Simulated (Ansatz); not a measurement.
**Where Bi_Al puts its levels in the gap of AlN (P6_3mc)**

Charge states of Bi_Al in AlN (P6_3mc), set against the band edges. Model: a cell of 72 host atoms with 1 Al taken out and 1 Bi put in.

Main program and level: Ansatz 0.2.0; place-levels on r2SCAN runs: charge-transition levels and formation energies with image-charge correction and potential alignment at the atomic sites.

### Step 1. The structure

The cell holds 72 atoms: 35 Al, 36 N and 1 Bi. Cell: a = 9.320 Å, b = 9.320 Å, c = 9.957 Å, α = 90.0°, β = 90.0°, γ = 120.0°. It derives from AlN (space group P6_3mc). Nearest the centre at fractional (0.444, 0.556, 0.500): Bi34 at 0.00 Å, N11 at 1.89 Å, N43 at 1.89 Å, N35 at 1.89 Å, N40 at 1.90 Å, Al9 at 3.07 Å, Al13 at 3.07 Å, Al41 at 3.07 Å.

Coordinates:

```xyz
72
Lattice="9.3201 0.0000 0.0000 -4.6600 8.0714 0.0000 0.0000 0.0000 9.9571" Properties=species:S:1:pos:R:3 pbc="T T T"
Al    1.5533    0.8968    2.4853
Al    0.0000    1.7937    4.9746
N     1.5533    0.8968    4.3851
N     0.0000    1.7937    1.8958
Al    1.5533    0.8968    7.4639
Al    0.0000    1.7937    9.9532
N     1.5533    0.8968    9.3637
N     0.0000    1.7937    6.8744
Al    0.0000    3.5873    2.4853
Al   -1.5533    4.4841    4.9746
N     0.0000    3.5873    4.3851
N    -1.5533    4.4841    1.8958
Al    0.0000    3.5873    7.4639
Al   -1.5533    4.4841    9.9532
N     0.0000    3.5873    9.3637
N    -1.5533    4.4841    6.8744
Al   -1.5533    6.2778    2.4853
Al   -3.1067    7.1746    4.9746
N    -1.5533    6.2778    4.3851
N    -3.1067    7.1746    1.8958
Al   -1.5533    6.2778    7.4639
Al   -3.1067    7.1746    9.9532
N    -1.5533    6.2778    9.3637
N    -3.1067    7.1746    6.8744
Al    4.6600    0.8968    2.4853
Al    3.1067    1.7937    4.9746
N     4.6600    0.8968    4.3851
N     3.1067    1.7937    1.8958
Al    4.6600    0.8968    7.4639
Al    3.1067    1.7937    9.9532
N     4.6600    0.8968    9.3637
N     3.1067    1.7937    6.8744
Al    3.1067    3.5873    2.4853
Bi    1.5533    4.4841    4.9746
N     3.1067    3.5873    4.3851
N     1.5533    4.4841    1.8958
Al    3.1067    3.5873    7.4639
Al    1.5533    4.4841    9.9532
N     3.1067    3.5873    9.3637
N     1.5533    4.4841    6.8744
Al    1.5533    6.2778    2.4853
Al    0.0000    7.1746    4.9746
N     1.5533    6.2778    4.3851
N     0.0000    7.1746    1.8958
Al    1.5533    6.2778    7.4639
Al    0.0000    7.1746    9.9532
N     1.5533    6.2778    9.3637
N     0.0000    7.1746    6.8744
Al    7.7667    0.8968    2.4853
Al    6.2134    1.7937    4.9746
N     7.7667    0.8968    4.3851
N     6.2134    1.7937    1.8958
Al    7.7667    0.8968    7.4639
Al    6.2134    1.7937    9.9532
N     7.7667    0.8968    9.3637
N     6.2134    1.7937    6.8744
Al    6.2134    3.5873    2.4853
Al    4.6600    4.4841    4.9746
N     6.2134    3.5873    4.3851
N     4.6600    4.4841    1.8958
Al    6.2134    3.5873    7.4639
Al    4.6600    4.4841    9.9532
N     6.2134    3.5873    9.3637
N     4.6600    4.4841    6.8744
Al    4.6600    6.2778    2.4853
Al    3.1067    7.1746    4.9746
N     4.6600    6.2778    4.3851
N     3.1067    7.1746    1.8958
Al    4.6600    6.2778    7.4639
Al    3.1067    7.1746    9.9532
N     4.6600    6.2778    9.3637
N     3.1067    7.1746    6.8744
```

Known beforehand: the electronic dielectric constant, (4.48, 4.48, 4.71), and the static one, (8.13, 8.13, 9.66), from a response run on this crystal (DFPT, PBEsol) at that run's own cell.

The cell's shortest repeat is 9.3 Å.

### Step 2. The runs of each charge state

Levels follow from differences of total energies between charge states, each relaxed by itself.

Random displacements of about 0.05 Å break the site symmetry at the start, so that the relaxation can reach a distorted minimum if there is one. Forces are taken at one point at (¼, ¼, ¼). The cell holds 1 electron more than the neutral one, with a uniform background that keeps it neutral on the whole. The electron count is odd, so at least one spin is unpaired; this run locks the moment at 1 μB.

The sampling was tested on the host first: at the k-points planned (1x1x1 shifted 0.25 0.25 0.25) its energy lies -0.014 eV an atom from the dense-mesh value, under the bound of 0.02 eV set for this test; that bounds the host's error, not the defect's.

One of the inputs; charge, spin and start change from state to state.

Input file qm1_M1.relax/input.yaml:

```yaml
crystal:
  lattice:
    - [3.10669606, 3.0e-08, 0.0]
    - [-1.55334806, 2.6904777, 0.0]
    - [0.0, 0.0, 4.97856035]
  atoms:
    - { symbol: Al, position: [0.66666667, 0.33333333, 0.49920451] }
    - { symbol: Al, position: [0.33333333, 0.66666667, 0.99920451] }
    - { symbol: "N", position: [0.66666667, 0.33333333, 0.88079549] }
    - { symbol: "N", position: [0.33333333, 0.66666667, 0.38079549] }
  supercell: [3, 3, 2]
  defects: [{ substitution: { at: 33, symbol: Bi } }]
total_charge: -1
basis:
  ecutwfc: 500
  xc_grid: 2
hamiltonian:
  xc: r2scan
kpoints:
  mp_grid: { grid: [1, 1, 1], shift: [0.25, 0.25, 0.25] }
magnetization:
  spin_polarized: true
  initial_magnetization: 1
  spin_locking: { lock_magnetization: hard }
scf:
  occupations: { method: fixed }
  max_iter: 100
output:
  forces: true
  charged_corrections: { epsilon: [4.48, 4.48, 4.71], static_epsilon: [8.13, 8.13, 9.66] }
relax:
  f_tol: 0.02
  max_steps: 80
  random_displacement: { amplitude: 0.05, seed: 1998 }
checkpoint:
  write: "../qm1_M1.relax.run"
  compress: false
  write_wavefunctions: true
  write_every: 100000
```

Command:

```
> ansatz run input.yaml --threads 4 --pin off --max-ram 7536MiB --backend cpu --events-out ev --progress --plain --runs-dir out
```

Defect states can disperse in a cell of this size, so the energy is taken again at a 2×2×2 shifted mesh, on the relaxed structure.

The run of this state that the levels use, under r2SCAN:

Input file qm1_M1.point/input.yaml:

```yaml
crystal:
  checkpoint: "../qm1_M1.relax.run"
  host: checkpoint
total_charge: -1
basis:
  ecutwfc: 500
  xc_grid: 2
hamiltonian:
  xc: r2scan
kpoints:
  mp_grid: { grid: [2, 2, 2], shift: [0.5, 0.5, 0.5] }
magnetization:
  spin_polarized: true
  initial_magnetization: 1
  spin_locking: { lock_magnetization: hard }
scf:
  occupations: { method: fermi_dirac, width: 0.01 }
  max_iter: 100
output:
  forces: true
  eigenvalues: true
  charged_corrections:
    epsilon: [4.48, 4.48, 4.71]
    static_epsilon: [8.13, 8.13, 9.66]
    defect_position: [0.444444, 0.555556, 0.499602]
  eigenstates: { localisation: true }
  populations: true
  efg: {}
  band_densities: [{ bands: [v1, v1] }, { bands: [c1, c1] }]
  write_density: true
  write_potential: true
  volumetric_format: npy
checkpoint:
  read: "../qm1_M1.relax.run"
  write: "../qm1_M1.point.run"
  compress: false
  write_wavefunctions: false
  write_every: 100000
```

Relaxations under r2SCAN at one point at (¼, ¼, ¼); times on 4 threads of Arm Neoverse V1, shared host:

```
charge  moment (μB)  occupations    outcome  steps  largest displacement against the far atoms (Å)     time
    −1            1        fixed  converged     12                                            0.76  6.5 min
     0            0        fixed  converged     10                                            0.65  2.2 min
    +1            1        fixed  converged      7                                            0.33  3.7 min
```

Single points under r2SCAN at a 2×2×2 shifted mesh; times on 4 threads of Arm Neoverse V1, shared host:

```
charge  moment (μB)  occupations    outcome     time
    −1            1  fermi-dirac  converged    4 min
     0            0  fermi-dirac  converged     84 s
    +1            1  fermi-dirac  converged  3.6 min
```

Distances (Å) from Bi34 to the nearest atoms after relaxation with r2SCAN:

```
charge  moment (μB)      1.      2.      3.      4.       5.       6.
    −1            1  N 2.21  N 2.24  N 2.43  N 2.45  Al 2.97  Al 2.99
     0            0  N 2.19  N 2.20  N 2.20  N 2.45  Al 3.13  Al 3.13
    +1            1  N 2.15  N 2.16  N 2.16  N 2.21   N 3.06  Al 3.16
```

### Step 3. place-levels, r2SCAN

A charged cell interacts with its images and the background, and its potential has another zero than the host's. place-levels removes the first by a point-charge model, screened by the static dielectric constant since the ions have relaxed around the charge, and the second by comparing potentials at atoms far from the defect.

The host is a run of the defect-free crystal in the same cutoffs, grids and k-points, so that basis and sampling errors cancel in part in the differences. The host is run in a cell of 8 atoms on a matching mesh. Its band edges are searched through the zone by a band path, so the gap is smaller than, or equal to, that on the mesh. Chemical potentials are energies per atom of Al (fcc) and Bi (A7 rhombohedral), run with the same functional and cutoff.

Input file levels.point.yaml:

```yaml
host:
  run: host.point.run
states: [qm1_M1.point.run, q0.point.run, qp1_M1.point.run]
geometry_from:
  qm1_M1.point.run: qm1_M1.relax.run
  q0.point.run: q0.relax.run
  qp1_M1.point.run: qp1_M1.relax.run
  host.point.run: host.relax.run
chemical_potentials:
  Al:
    energy: -540.416008
    dataset: <sha256 of the dataset>
  Bi:
    energy: -12411.057989
    dataset: "<sha256 of the dataset>"
epsilon: [4.48, 4.48, 4.71]
static_epsilon: [8.13, 8.13, 9.66]
vertical:
  - { from: qm1_M1.point.run, to: qm1_M1.point_neutral.run }
  - { from: qp1_M1.point.run, to: qp1_M1.point_neutral.run }
```

Command:

```
> ansatz place-levels levels.point.yaml -- --threads 4 --pin off --max-ram 7536MiB
```

Numbers of over 12 decimals in the logs are rounded to 6 here.

Log:

```text
[... repeated set-up lines and file paths are left out, and long positions are rounded to six places ...]
(+1/0) 2.073 eV above the valence edge, 2.812 eV under the conduction edge
(0/-1) 4.315 eV above the valence edge, 0.570 eV under the conduction edge
formation energy of charge +1: +5.840 eV with the Fermi level at the valence edge
formation energy of charge 0: +7.913 eV with the Fermi level at the valence edge
formation energy of charge -1: +12.228 eV with the Fermi level at the valence edge
vertical -1 to 0: no energy, since no alignment is typed
  the change from vertical[0].from (qm1_M1.point.run) to vertical[0].to (qm1_M1.point_neutral.run): by its potential at epsilon [4.48, 4.48, 4.71] it stands at 0.440 0.495 0.511, with an rms radius of about 2.2 Å (1.1 1.8 0.8 Å across the planes of the cell's [...]
vertical +1 to 0: no energy, since no alignment is typed
  the change from vertical[1].from (qp1_M1.point.run) to vertical[1].to (qp1_M1.point_neutral.run): by its potential at epsilon [4.48, 4.48, 4.71] it stands at 0.474 0.526 0.479, with an rms radius of about 1.9 Å (1.1 1.1 1.1 Å across the planes of the cell's [...]
  edges by r2scan, gap 4.885 eV; the host is sampled to repeats of 18.64 Å
  the defect's cells are sampled to repeats of 18.64 Å, like sampling
  charge +1: -45297.2018 eV with its correction of +0.661 eV, at epsilon [8.13, 8.13, 9.66], aligned at sites: +0.3977 eV, mean over 33 atomic sites at or beyond 4.66 Å from the host's site at [0.4444, 0.5556, 0.4997] by the defect at [0.4444, 0.5556, [...]
  charge 0: +0.000 eV for its dipole among its images, +0.000 omitted
  charge -1: -45276.9674 eV with its correction of -0.195 eV, at epsilon [8.13, 8.13, 9.66], aligned at sites: +0.4584 eV, mean over 33 atomic sites at or beyond 4.66 Å from the host's site at [0.4444, 0.5556, 0.4997] by the defect at [0.4444, 0.5556, [...]
  of states[2] (qp1_M1.point.run): its displacements don't fall off away from the defect: farther atoms stand 0.021 Å off the host's places. [...]
  of states[1] (q0.point.run): its displacements don't fall off away from the defect: farther atoms stand 0.032 Å off the host's places. [...]
  of states[0] (qm1_M1.point.run): it parts from the run at its places by a charge that spreads by about 1.8 Å along one vector (1.4 Å or more is wide), by its potential at epsilon [4.48, 4.48, 4.71], taken for that of held ions (one typed too small widens [...]
  of vertical[0].from (qm1_M1.point.run): its displacements don't fall off away from the defect: farther atoms stand 0.034 Å off the host's places. [...]
  of vertical[0].to (qm1_M1.point_neutral.run): its displacements don't fall off away from the defect: farther atoms stand 0.034 Å off the host's places. [...]
  of vertical[1].from (qp1_M1.point.run): its displacements don't fall off away from the defect: farther atoms stand 0.021 Å off the host's places. [...]
  of vertical[1].to (qp1_M1.point_neutral.run): its displacements don't fall off away from the defect: farther atoms stand 0.021 Å off the host's places. [...]
```

The job ended after 0.4 s (4 threads of Arm Neoverse V1, shared host).

Levels between the charges placed, in eV above the valence top:

```
        gap (eV)  (+1/0)  (0/−1)
r2SCAN      4.88    2.07    4.31
```

Corrections by state:

```
charge  moment (μB)  image terms and alignment (eV)  band filling (eV)                               ε used  over the lowest of its charge, as the program ranks them, band filling apart (eV)
    +1          1.0                           0.661                  -  principal values (8.13, 8.13, 9.66)                                                                              0.000
     0          0.0                           0.000                  -                                    -                                                                              0.000
    −1          1.0                          -0.195                  -  principal values (8.13, 8.13, 9.66)                                                                              0.000
```

The charged structures listed were also run neutral, and place-levels reads from each pair, by the potential or the spins, how wide the charge is by which they differ; that can be the carrier of either run.

```
charge  rms radius (Å)  spread where it is widest against the cell (Å)  wide from (Å)  reading
    +1             1.9                                            1.08           1.40   narrow
    −1             2.2                                            1.76           1.40     wide
```

The neutral runs of these pairs need not share the spin of the lowest neutral state, and very wide values only mean spread over the cell.

From the program's caveats on the states, each cut to its opening words:

- charge +1 (1 μB): its displacements don't fall off away from the defect: farther atoms stand 0.021 Å off the host's places
- charge +1 (1 μB), −1 (1 μB): flagged: stability check not made
- charge 0: its displacements don't fall off away from the defect: farther atoms stand 0.032 Å off the host's places
- charge −1 (1 μB): it parts from the run at its places by a charge that spreads by about 1.8 Å along one vector (1.4 Å or more is wide), by its potential at epsilon [4.48, 4.48, [...]
- charge −1 (1 μB): its displacements don't fall off away from the defect: farther atoms stand 0.034 Å off the host's places

Chemical potentials of the elements' reference phases, run alike. Formation energies (elemental references), with the Fermi level at the valence top and at the conduction bottom (gap 4.88 eV):

```
charge  at valence top (eV)  at conduction bottom (eV)  correction included (eV)
    +1                 5.84                      10.72                      0.66
     0                 7.91                       7.91                      0.00
    −1                12.23                       7.34                     -0.20
```

| Fermi level (eV) | lowest formation energy (eV) |
| --- | --- |
| 0.00 | 5.84 |
| 0.44 | 6.28 |
| 0.89 | 6.73 |
| 1.33 | 7.17 |
| 1.77 | 7.61 |
| 2.22 | 7.91 |
| 2.67 | 7.91 |
| 3.11 | 7.91 |
| 3.55 | 7.91 |
| 4.00 | 7.91 |
| 4.44 | 7.79 |
| 4.88 | 7.34 |

### Step 4. Effect of the sampling

The relaxations' own energies give the levels at their sampling, for comparison.

Input file levels.relax_mesh.yaml:

```yaml
host:
  run: host.relax.run
states: [qm1_M1.relax.run, q0.relax.run, qp1_M1.relax.run]
chemical_potentials:
  Al:
    energy: -540.416008
    dataset: <sha256 of the dataset>
  Bi:
    energy: -12411.057989
    dataset: "<sha256 of the dataset>"
```

Command:

```
> ansatz place-levels levels.relax_mesh.yaml -- --threads 4 --pin off --max-ram 7536MiB
```

Log:

```text
(+1/0) 2.151 eV above the valence edge, 2.742 eV under the conduction edge
(0/-1) 4.304 eV above the valence edge, 0.588 eV under the conduction edge
formation energy of charge +1: +5.812 eV with the Fermi level at the valence edge
formation energy of charge 0: +7.963 eV with the Fermi level at the valence edge
formation energy of charge -1: +12.267 eV with the Fermi level at the valence edge
  edges by r2scan, gap 4.892 eV; the host is sampled to repeats of 13.64 Å
[... the lines on each state left out ...]
```

Elapsed: 0.13 s, on 4 threads.

Levels between neighbouring charges, in eV above the valence top:

```
                        gap (eV)  (+1/0)  (0/−1)
one point at (¼, ¼, ¼)      4.89    2.15    4.30
  a 2×2×2 shifted mesh      4.88    2.07    4.31
```

Going from one point at (¼, ¼, ¼) to a 2×2×2 shifted mesh moves the levels that carry no band-filling term by up to 0.08 eV and formation energies against the elements by up to 0.05 eV.

### Step 5. place-levels, PBEsol

PBEsol on the same structure is run to see how far the result rests on the functional, though not on the errors that semilocal functionals share; the sampling changes too, to one point at (¼, ¼, ¼), so differences hold both changes.

qm1_M1.pbesol/input.yaml, as its differences from qm1_M1.point/input.yaml of step 2:

```diff
@@ -5,8 +5,8 @@
 basis:
-  ecutwfc: 500
+  ecutwfc: 420
   xc_grid: 2
 hamiltonian:
-  xc: r2scan
+  xc: pbesol
 kpoints:
-  mp_grid: { grid: [2, 2, 2], shift: [0.5, 0.5, 0.5] }
+  mp_grid: { grid: [1, 1, 1], shift: [0.25, 0.25, 0.25] }
 magnetization:
@@ -32,5 +32,5 @@
   volumetric_format: npy
+  elf: true
 checkpoint:
-  read: "../qm1_M1.relax.run"
-  write: "../qm1_M1.point.run"
+  write: "../qm1_M1.pbesol.run"
   compress: false
```

Run time: 42 s. Hardware: 4 threads; peak memory 2 GiB.

Input file levels.pbesol.yaml:

```yaml
host:
  run: host.pbesol.run
  levels_from: { run: edges.pbesol.run }
states: [qm1_M1.pbesol.run, q0.pbesol.run, qp1_M1.pbesol.run]
geometry_from:
  qm1_M1.pbesol.run: qm1_M1.relax.run
  q0.pbesol.run: q0.relax.run
  qp1_M1.pbesol.run: qp1_M1.relax.run
  host.pbesol.run: host.relax.run
chemical_potentials:
  Al:
    energy: -524.553864
    dataset: <sha256 of the dataset>
  Bi:
    energy: -12242.003205
    dataset: "<sha256 of the dataset>"
```

Command:

```
> ansatz place-levels levels.pbesol.yaml -- --threads 4 --pin off --max-ram 7536MiB
```

Log:

```text
Error: geometry_from (host.relax.run): name the neutral relaxation on whose last places the host stands, to 0.0002 Å
```

It took 0.05 s on 4 threads.

The input was rejected at the start.

The program's message: “Error: geometry_from (host.relax.run): name the neutral relaxation on whose last places the host stands, to 0.0002 Å”

### Step 6. What a wrong or other choice does

The levels are placed again with one choice changed, to see how much they rest on it.

levels.try0.yaml is levels.point.yaml with these lines changed:

```diff
-static_epsilon: [8.13, 8.13, 9.66]
+static_epsilon: [4.48, 4.48, 4.71]
```

Command:

```
> ansatz place-levels levels.try0.yaml -- --threads 4 --pin off --max-ram 7536MiB
```

Log:

```text
(+1/0) 1.925 eV above the valence edge, 2.959 eV under the conduction edge
(0/-1) 4.463 eV above the valence edge, 0.422 eV under the conduction edge
formation energy of charge +1: +5.988 eV with the Fermi level at the valence edge
formation energy of charge 0: +7.913 eV with the Fermi level at the valence edge
formation energy of charge -1: +12.376 eV with the Fermi level at the valence edge
vertical -1 to 0: no energy, since no alignment is typed
vertical +1 to 0: no energy, since no alignment is typed
  edges by r2scan, gap 4.885 eV; the host is sampled to repeats of 18.64 Å
[... the lines on each state left out ...]
```

The change: the electronic dielectric constant for relaxed ions.

Levels in eV above the valence top; the changed ones are not the defect's:

```
           gap (eV)  (+1/0)  (0/−1)
  changed      4.88    1.93    4.46
as set up      4.88    2.07    4.31
```

The largest shift is 0.15 eV.

### Step 7. Outcome

```
gap of the host                                                             : 4.88 eV (r2SCAN)
level (plus 1/0)                                                            : 2.07 eV above the valence top
level (0/minus 1)                                                           : 4.31 eV above the valence top
lowest of the charges placed, just above the valence top (0.02 eV)          : +1
lowest of the charges placed, just below the conduction bottom (0.02 eV)    : −1
lowest formation energy at mid-gap of the charges run, elemental references : 7.91 eV
```

**Reading.** Of the charges placed (−1, 0 and +1), the lowest changes at 2.07 eV (+1/0) and 4.31 eV (0/−1) above the valence top, in a gap of 4.88 eV. Charges above +1 and below −1 were not placed, so these runs say nothing of levels that involve them. States placed: +1 at 1 μB; 0 at 0 μB; −1 at 1 μB. Other spin states or structures, where not listed, weren't placed. Bi is taken at its element; compounds, which aren't counted here, bound the chemical potentials and would shift these formation energies. Going from one point at (¼, ¼, ¼) to a 2×2×2 shifted mesh moves the levels that carry no band-filling term by up to 0.08 eV and formation energies against the elements by up to 0.05 eV. Keep in mind: r2SCAN makes the gap too small and tends to spread out bound carriers; where a gas molecule sets a chemical potential or the host's formation energy, its binding is uncorrected; spin–orbit coupling, which can matter with heavy atoms, is left out; force components of up to 0.21 eV/Å remain in a run at the final settings.

[Logs are printed without paths, hosts, clocks, repeated set-up lines and the standing remarks that a program may print on its own settings, such as how far it seeks lower states.]

[Hosts, paths, dates, database ids (printed as entryN), source tags and the programs' standing remarks are cut or masked in the printed files.]

[Where a table of states has a column of steps, it counts the stored structures, which are thinned; the runs took as many ionic steps or more.]

[A defect's name tells the site on which it was built; relaxed atoms can leave that site.]

[For some hosts the program warned that the k-mesh of the response run may be too coarse for force constants and the static dielectric constant; such warnings are not shown here.]
